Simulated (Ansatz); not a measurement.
# Binding across the interface in graphene/h-GaN/graphene sandwich (62 atoms), part 2 of 3

How much energy holds the two parts of graphene/h-GaN/graphene sandwich (62 atoms) together, how does it fall off with distance, and how much does it hang on the functional?

Ansatz 0.2.0; Kohn-Sham DFT, LDA, PAW (set soft_2), plane waves.

So far. Step 2 (Single point at the start): The r.m.s. force at the start is 0.48 eV/Å. Step 3 (Relaxation): The relaxation converged after 4 steps, 0.303 eV below its start, with a largest force component of 0.025 eV/Å.

## (4) Single point at the relaxed geometry

The electronic structure is read at the final geometry, in a run of its own.

Contents of input.yaml:

```yaml
crystal:
  lattice:
    - [8.5073, 0.0, 0.0]
    - [-4.25365, 7.36754, 0.0]
    - [0.0, 0.0, 22.96]
  atoms:
    - { symbol: C, position: [0.16707, 0.66668, 0.35183] }
    - { symbol: C, position: [0.1671, 0.49993, 0.35158] }
    - { symbol: C, position: [0.33385, 7.0e-05, 0.35137] }
    - { symbol: C, position: [0.3339, 0.83349, 0.35199] }
    - { symbol: C, position: [0.16715, 0.16676, 0.35073] }
    - { symbol: C, position: [0.16718, 3.0e-05, 0.35098] }
    [... 50 atom lines left out ...]
    - { symbol: C, position: [0.58098, 0.49661, 0.64917] }
    - { symbol: C, position: [0.58095, 0.32986, 0.64903] }
    - { symbol: C, position: [0.74754, 0.82982, 0.64983] }
    - { symbol: C, position: [0.74747, 0.66323, 0.64971] }
    - { symbol: C, position: [0.74769, 0.32986, 0.64959] }
    - { symbol: C, position: [0.7476, 0.16318, 0.64974] }
kpoints:
  mp_grid: { grid: [3, 3, 1] }
hamiltonian:
  xc: lda
scf:
  occupations: { method: gaussian, width: 0.05 }
output:
  forces: true
  populations: true
  dos:
    method: { smearing: { sigma: 0.15 } }
    de: 0.1
    projected:
      site_lists:
        C: [C]
        Ga: [Ga]
        "N": ["N"]
        layer_1: [0, 1, 2, 3, 4, 5, 6, 7, 8, 9, 10, 11, 12, 13, 14, 15, 16, 17, 18, 19, 20, 21, 22, 23]
        layer_2: [24, 25, 26, 27, 28, 29, 30, 31, 32, 33, 34, 35, 36, 37]
        layer_3: [38, 39, 40, 41, 42, 43, 44, 45, 46, 47, 48, 49, 50, 51, 52, 53, 54, 55, 56, 57, 58, 59, 60, 61]
  eigenvalues: true
  write_density: true
  write_potential: true
  volumetric_format: npy
```

The run is started by

```sh
ansatz run input.yaml --threads 4 --pin off --max-ram 15872MiB --backend cpu --events-out ev --progress --plain --runs-dir out
```

Log:

```text
[...]
Crystal: 62 atoms, lattice volume = 1439.084 Å³
Basis set: ecut = 420 eV, 28187 PW (Γ)
Bands: 221, of which v1, the nominal top of the filled ones, is band 159 counted from 1 (158 counted from 0)
Symmetry: 1 space group operations
[...]
k-points: 5 of 9 (time reversal used)
[...]
SCF iter   1: F=—  HF=-40230.261208 eV  |F-HF|=—  |Δ(HF+E_count)|=         —  Δρ=6.19e-3  dr2=4.95e-1  ethr=1.77e-3  ⟨swp⟩=6.6  Hψ=5106  notcnv=0  defer=149
[...]
SCF iter  12: F=-40230.148007 eV  HF=-40230.148007 eV  |F-HF|=8.91e-9  |Δ(HF+E_count)|=   5.08e-7  Δρ=1.21e-6  dr2=2.91e-8  ethr=3.14e-11  ⟨swp⟩=32.2  Hψ=12147  notcnv=0
SCF 1 converged in 12 iterations: F = -40230.148007 eV  dr2 = 2.91e-8
[...]
WARN: The output density's exchange-correlation potential varies sharply where the density is thin. Do not read a vacuum level from v_tot or v_xc, or from such a field of the output density. On a cell that repeats whose density bears no net charge and no dipole along the vacuum's axis use v_es (v_loc + v_h of the components); [...]
SCF converged after 12 iterations
Free energy (F): -40230.148007 eV
[...]
Internal energy: -40230.123995 eV  (E = F + TS)
E sigma→0 (E₀):  -40230.136001 eV
Entropy (-TS):   -0.024012 eV (-0.387 meV/atom)
Fermi energy:    0.347680 eV
[...]
--- Forces (eV/Å), atoms counted from 1 ---
  atom   1  C      0.01080842    -0.01029728    -0.00340049
  atom   2  C     -0.00080188     0.01044135     0.00059590
  atom   3  C     -0.00077805     0.00898604     0.00039441
  atom   4  C      0.00613579     0.00412375    -0.00121112
  atom   5  C      0.00573783    -0.00625939     0.00294372
  atom   6  C     -0.00089941     0.01741674    -0.00100159
  atom   7  C     -0.00489172     0.00794967     0.00196167
  atom   8  C      0.00062966    -0.01185412     0.00063552
  atom   9  C     -0.00152776    -0.01037213     0.00047510
  atom  10  C     -0.01272966     0.00458433    -0.00252869
  atom  11  C      0.00474541    -0.01434475     0.00274522
  atom  12  C     -0.00664185     0.00046969     0.00112625
  atom  13  C      0.01490517     0.00977459    -0.00401749
  atom  14  C     -0.00057284     0.00563642     0.00111092
[...]
atom  61  C     -0.01221909     0.00907326    -0.00110862
  atom  62  C      0.00884642    -0.01040039    -0.00252297
  max |Σ_I F_I| component: 8.18e-4 eV/Å
--- Band table (eV; the first three rows and the last of 5) ---
[...]
--- Löwdin populations: 62 sites ---
  site symbol       q [e]
     0      C      3.9579
     1      C      3.9609
     2      C      3.9585
[...]
61      C      3.9596
  spilling = 0.006620 (of n_electrons = 318.000000)
```

Elapsed: 2.1 min, on 4 threads of Arm Neoverse V1, shared host; peak memory 5.7 GiB; 8.4 min of CPU time.

The program notes that the exchange-correlation potential is rough where the density is thin.

Numbers from this run:

* free energy: -40230.1480 eV
* free energy per atom: -648.8734 eV/atom
* SCF cycles: 12
* r.m.s. force component: 0.00765 eV/Å
* longest force: 0.02511 eV/Å
* Fermi energy: 0.3477 eV
* levels partly filled by over 2 per cent: 8
* potential in mid-vacuum, over the Fermi level: 4.556 eV
* potential 4.5 Å over the upper face: 4.556 eV
* potential 4.5 Å under the lower face: 4.557 eV
* spilling of the projection: 0.00662

Löwdin charges by element (they lack the spilled electrons, 0.034 e an atom on average):

```
element  coordination  atoms  mean charge (e)  spread   least    most
      C           all     48           0.0406  0.0027  0.0354  0.0466
     Ga           all      7            0.752  8.0e-4   0.750   0.753
      N           all      7           -0.729  4.0e-4  -0.730  -0.729
```

By region:

```
 region  atoms  mean length of the force (eV/Å)
layer 1     24                            0.011
layer 2     14                            0.006
layer 3     24                            0.016
```

Density of states as counts of states in windows of 1 eV (from the Fermi level), total and the larger projections:

```
from (eV)  to (eV)  total   C p  layer 1  layer 3  layer 2  N p  Ga p
      -10       -9   16.0  12.6      7.9      7.9      0.0  0.0   0.0
       -9       -8    6.6   6.0      3.2      3.2      0.0  0.0   0.0
       -8       -7   17.0  14.5      8.2      8.2      0.5  0.2   0.1
       -7       -6   28.4  20.9     10.7     10.7      6.8  3.5   0.5
       -6       -5   21.4  17.5      9.1      9.1      3.1  1.8   0.4
       -5       -4   17.6  13.1      6.6      6.6      4.3  2.7   0.8
       -4       -3   21.0  13.4      6.8      6.8      7.3  5.1   1.5
       -3       -2   18.3   9.6      4.8      4.8      8.7  6.4   1.8
       -2       -1   15.1   5.6      2.8      2.8      9.4  7.9   1.3
       -1        0    3.0   1.2      0.6      0.6      1.8  1.7   0.1
        0        1    1.1   1.1      0.5      0.5      0.0  0.0   0.0
        1        2    9.2   8.6      4.3      4.3      0.3  0.0   0.1
        2        3   12.1   9.9      5.0      5.0      1.5  0.2   0.4
        3        4    8.7   2.0      1.0      1.0      5.1  0.7   2.6
        4        5   27.6   8.1      4.1      4.1     13.1  2.4   8.0
```

Between -20 and -10 eV lie 154 more states.

The levels nearest the highest filled one (over half full), pooled over k-points and spins:

```
level less the highest filled one (eV)  occupation
                                -0.907           2
                                -0.737           2
                               -0.0157        1.35
                               -0.0114        1.26
                               -0.0096        1.22
                                     0        1.00
                                0.0051       0.888
                                0.0081       0.821
                                0.0088       0.807
                                0.0155       0.664
                                  1.13           0
                                  1.14           0
```

Planar average of the electrostatic potential energy along the normal, with the Fermi level as zero, after a running mean with a triangular window 4 Å wide at its base:

```
height (Å)  potential energy (eV)
       0.0                   4.56
       0.7                   4.56
       1.3                   4.56
       2.0                   4.56
       2.6                   4.56
       3.3                   4.56
       3.9                   4.56
       4.6                   4.54
       5.2                   4.45
       5.9                   3.38
       6.5                   0.36
       7.2                  -4.56
       7.9                  -8.39
       8.5                  -7.55
       9.2                  -3.60
       9.8                  -1.46
      10.5                  -1.68
      11.0                  -3.57
      11.8                  -3.93
      12.3                  -2.13
      13.1                  -1.15
      13.6                  -2.85
      14.3                  -6.75
      14.9                  -8.59
      15.6                  -5.59
      16.4                  -0.67
      16.9                   2.76
      17.7                   4.38
      18.2                   4.53
      18.9                   4.55
      19.5                   4.56
      20.2                   4.56
      20.8                   4.56
      21.5                   4.56
      22.1                   4.56
      22.8                   4.56
```

Valence density in the ca plane at fractional y = 0.000, with atoms of C and Ga within 0.2 Å of it. It is the smooth field of the valence electrons, not physical close to the nuclei.

Ten steps, logarithmic in the rise over the least value, from '0' (0 e/Å³) to '9' (30 e/Å³), each cell a mean:
```
00000000000000001110000000000000002343200000
00000000000000012221000000110000012343210000
00000000000000013332100001221000002343200000
00000000000000013442100013674100001232100000
00000000000000013442100014996200000111000000
00000000000000013442100013785100000000000000
00000000000000013442100002332100000111000000
00000000000000013442100001222100001232100000
00000000000000012332100012333100002343200000
00000000000000011221000013443100012343210000
00000000000000000110000012443100002343200000
00000000000000000100000001232100002343200000
00000000000000001111000001121000012343200000
00000000000000012332100000111000012343200000
00000000000000013442100000110000001333100000
00000000000000013442100001111000001121100000
00000000000000013442100001222100000010000000
00000000000000013442100012332100000010000000
00000000000000013442100012332100001121100000
00000000000000013442100001222100001333100000
00000000000000012332100001111000012343200000
00000000000000001111000000000000012343200000
00000000000000000000000000000000002343200000
```
Columns run along c (16.0 Å, from fractional 0.08 to 0.77 of the cell), rows up along a (8.5 Å). Atoms in or near the plane, at fractional coordinates: C at (0.35, 0.33), C at (0.35, 0.17), C at (0.35, 0.83), C at (0.35, 0.67), Ga at (0.50, 0.79), C at (0.65, 0.08), C at (0.65, 0.91), C at (0.65, 0.58), C at (0.65, 0.41).

Electrostatic potential energy in the ca plane at fractional y = 0.000, with atoms of C and Ga within 0.2 Å of it. With pseudopotentials it is smooth inside the atoms' cores, unlike the true potential.

Values in eV, 12 rows by 16 columns, each cell a mean:
```
  5   5   5   4  -3   1   4   3   2   4   1 -42  -7   5   5   5
  5   5   5   3 -36 -14   3  -9 -15   1   2 -30  -4   5   5   5
  5   5   5   3 -28  -9   3 -16 -21  -2   3   0   3   5   5   5
  5   5   5   3 -37 -14   4  -6 -13   2   3  -3   2   5   5   5
  5   5   5   3 -26  -9   5  -3 -15   5   2 -41  -7   5   5   5
  5   5   5   4   0   2   5  -3 -16   5   2 -33  -5   5   5   5
  5   5   5   4  -2   1   4   0  -4   4   1 -42  -7   5   5   5
  5   5   5   3 -36 -14   4   1  -1   4   2 -31  -4   5   5   5
  5   5   5   3 -28 -10   5   3   0   5   4   0   3   5   5   5
  5   5   5   3 -37 -14   5   0  -8   5   4  -3   2   5   5   5
  5   5   5   3 -26  -9   5   2   0   4   1 -41  -7   5   5   5
  5   5   5   4   0   2   5   3   3   4   2 -32  -4   5   5   5
```
Columns run along c (16.0 Å, from fractional 0.15 to 0.85 of the cell; values clipped at the 3rd and 97th percentile), rows up along a (8.5 Å). Atoms in or near the plane, at fractional coordinates: C at (0.35, 0.33), C at (0.35, 0.17), C at (0.35, 0.83), C at (0.35, 0.67), Ga at (0.50, 0.79), C at (0.65, 0.08), C at (0.65, 0.91), C at (0.65, 0.58), C at (0.65, 0.41).

No gap is quoted, since levels at the Fermi energy are partly filled. Mean Löwdin charges: C +0.04, Ga +0.75, N -0.73 e (they miss 0.66 % of the electrons, so they add up to more than the cell's charge). Within 0.4 eV of the Fermi level the largest share is C p (99 % of the projected weight). The potential stands 4.56 eV above the Fermi level over the upper face and 4.56 eV under the lower one, a reading of the work function, with no dipole correction.

## (5) The lower part alone

The lower part (layer 1 and layer 2) is solved alone, atoms held, in the same cell.

Contents of input.yaml:

```yaml
crystal:
  lattice:
    - [8.5073, 0.0, 0.0]
    - [-4.25365, 7.36754, 0.0]
    - [0.0, 0.0, 22.96]
  atoms:
    - { symbol: C, position: [0.16707, 0.66668, 0.35183] }
    - { symbol: C, position: [0.1671, 0.49993, 0.35158] }
    - { symbol: C, position: [0.33385, 7.0e-05, 0.35137] }
    - { symbol: C, position: [0.3339, 0.83349, 0.35199] }
    - { symbol: C, position: [0.16715, 0.16676, 0.35073] }
    - { symbol: C, position: [0.16718, 3.0e-05, 0.35098] }
    [... 26 atom lines left out ...]
    - { symbol: Ga, position: [0.21935, 0.15337, 0.50029] }
    - { symbol: "N", position: [0.17175, 0.91527, 0.50005] }
    - { symbol: Ga, position: [0.50493, 0.58194, 0.50002] }
    - { symbol: "N", position: [0.45742, 0.3439, 0.5] }
    - { symbol: Ga, position: [0.64781, 0.29618, 0.50024] }
    - { symbol: "N", position: [0.60024, 0.05815, 0.5002] }
kpoints:
  mp_grid: { grid: [3, 3, 1] }
hamiltonian:
  xc: lda
scf:
  occupations: { method: gaussian, width: 0.05 }
output:
  forces: true
  eigenvalues: true
  write_density: true
  write_potential: true
  volumetric_format: npy
```

Log:

```text
[...]
Crystal: 38 atoms, lattice volume = 1439.084 Å³
Basis set: ecut = 420 eV, 28187 PW (Γ)
Bands: 149, of which v1, the nominal top of the filled ones, is band 111 counted from 1 (110 counted from 0)
Symmetry: 1 space group operations
[...]
k-points: 5 of 9 (time reversal used)
[...]
SCF iter   1: F=—  HF=-34398.869215 eV  |F-HF|=—  |Δ(HF+E_count)|=         —  Δρ=5.67e-3  dr2=4.71e-1  ethr=1.77e-3  ⟨swp⟩=6.6  Hψ=3411  notcnv=0  defer=68
[...]
SCF iter  12: F=-34398.753070 eV  HF=-34398.753070 eV  |F-HF|=1.23e-7  |Δ(HF+E_count)|=   2.54e-6  Δρ=1.48e-6  dr2=2.62e-8  ethr=4.50e-11  ⟨swp⟩=35.2  Hψ=8511  notcnv=0
SCF 1 converged in 12 iterations: F = -34398.753070 eV  dr2 = 2.62e-8
[...]
SCF converged after 12 iterations
Free energy (F): -34398.753070 eV
[...]
Internal energy: -34398.740874 eV  (E = F + TS)
E sigma→0 (E₀):  -34398.746972 eV
Entropy (-TS):   -0.012196 eV (-0.321 meV/atom)
Fermi energy:    -1.409079 eV
[...]
--- Forces (eV/Å), atoms counted from 1 ---
  atom   1  C      0.01058455    -0.01046441    -0.00316777
  atom   2  C     -0.00148521     0.00964366    -0.00024860
  atom   3  C      0.00042214     0.00820448     0.00015367
  atom   4  C      0.00588061     0.00519487    -0.00161449
  atom   5  C      0.00508431    -0.00622965     0.00332629
  atom   6  C     -0.00160325     0.01626280    -0.00091196
  atom   7  C     -0.00480546     0.00782025     0.00218385
  atom   8  C      0.00054090    -0.01125064     0.00059980
  atom   9  C     -0.00117754    -0.00994211     0.00020264
  atom  10  C     -0.01272809     0.00495734    -0.00255819
  atom  11  C      0.00511969    -0.01385932     0.00226734
  atom  12  C     -0.00624441     0.00039593     0.00133555
  atom  13  C      0.01463706     0.00912262    -0.00360709
  atom  14  C     -0.00168595     0.00544907     0.00171863
[...]
atom  37  Ga     0.01205251    -0.00497257    -0.02917755
  atom  38  N     -0.00095261    -0.00027151     0.01409689
  max |Σ_I F_I| component: 4.61e-3 eV/Å
--- Band table (eV; the first three rows and the last of 5) ---
[...]
```

Wall time 71 s (4 threads); peak memory 4 GiB; 4.7 min of CPU time.

## (6) The upper part alone

The upper part (layer 3) is solved alone in the same way.

input.yaml, the sections that differ from step 5:

```yaml
crystal:
  lattice:
    - [8.5073, 0.0, 0.0]
    - [-4.25365, 7.36754, 0.0]
    - [0.0, 0.0, 22.96]
  atoms:
    - { symbol: C, position: [0.91425, 0.66315, 0.64977] }
    - { symbol: C, position: [0.91425, 0.49658, 0.64987] }
    - { symbol: C, position: [0.08086, 0.99639, 0.64904] }
    - { symbol: C, position: [0.08085, 0.82982, 0.64946] }
    - { symbol: C, position: [0.91426, 0.16314, 0.64954] }
    - { symbol: C, position: [0.91415, 0.99649, 0.64949] }
    [... 12 atom lines left out ...]
    - { symbol: C, position: [0.58098, 0.49661, 0.64917] }
    - { symbol: C, position: [0.58095, 0.32986, 0.64903] }
    - { symbol: C, position: [0.74754, 0.82982, 0.64983] }
    - { symbol: C, position: [0.74747, 0.66323, 0.64971] }
    - { symbol: C, position: [0.74769, 0.32986, 0.64959] }
    - { symbol: C, position: [0.7476, 0.16318, 0.64974] }
# kpoints, hamiltonian, scf, output: as in step 5
```

Log:

```text
[...]
Crystal: 24 atoms, lattice volume = 1439.084 Å³
Basis set: ecut = 420 eV, 28187 PW (Γ)
Bands: 72, of which v1, the nominal top of the filled ones, is band 48 counted from 1 (47 counted from 0)
Symmetry: 1 space group operations
[...]
k-points: 5 of 9 (time reversal used)
[...]
SCF iter   1: F=—  HF=-5830.827113 eV  |F-HF|=—  |Δ(HF+E_count)|=         —  Δρ=2.64e-3  dr2=3.86e-2  ethr=1.77e-3  ⟨swp⟩=18.0  Hψ=3007  notcnv=0  defer=43
[...]
SCF iter   6: F=-5830.836648 eV  HF=-5830.836648 eV  |F-HF|=1.74e-7  |Δ(HF+E_count)|=   7.65e-8  Δρ=9.02e-7  dr2=2.25e-8  ethr=1.04e-10  ⟨swp⟩=44.2  Hψ=4077  notcnv=0
SCF 1 converged in 6 iterations: F = -5830.836648 eV  dr2 = 2.25e-8
[...]
SCF converged after 6 iterations
Free energy (F): -5830.836648 eV
[...]
Internal energy: -5830.824203 eV  (E = F + TS)
E sigma→0 (E₀):  -5830.830425 eV
Entropy (-TS):   -0.012445 eV (-0.519 meV/atom)
Fermi energy:    -2.855790 eV
[...]
--- Forces (eV/Å), atoms counted from 1 ---
  atom   1  C     -0.02847243     0.01683749    -0.00009923
  atom   2  C      0.00452008    -0.00100712    -0.04228375
  atom   3  C     -0.01853340     0.05177946     0.00687237
  atom   4  C      0.02854539    -0.01524796    -0.00842797
  atom   5  C      0.00799650     0.01385928    -0.00583559
  atom   6  C      0.03838247     0.00711270     0.00120626
  atom   7  C      0.03473449     0.00191770     0.00393536
  atom   8  C     -0.00606019    -0.00476182     0.00402041
  atom   9  C     -0.02780823     0.04316104    -0.00128468
  atom  10  C     -0.00678432    -0.04461008    -0.01847218
  atom  11  C      0.02761635    -0.00026612     0.01406838
  atom  12  C      0.01157539    -0.00806059     0.06060302
  atom  13  C      0.00717069    -0.00752864    -0.01037611
  atom  14  C     -0.00615384    -0.02180288     0.03040402
[...]
atom  23  C     -0.03576468    -0.02001914     0.00212033
  atom  24  C     -0.00681818     0.02105296    -0.01893402
  max |Σ_I F_I| component: 6.41e-3 eV/Å
--- Band table (eV; the first three rows and the last of 5) ---
[...]
```

Elapsed: 25 s, on 4 threads; peak memory 2.1 GiB; 98 s of CPU time.

The whole (-40230.148 eV) less the lower (-34398.753 eV) and the upper part (-5830.837 eV) leaves -0.558 eV.

(Continued in part 3 of 3.)

[Logs are printed without paths, hosts, clocks, repeated set-up lines and the standing remarks that a program may print on its own settings, such as how far it seeks lower states.]

[Hosts, paths, dates, database ids (printed as entryN), source tags and the programs' standing remarks are cut or masked in the printed files.]
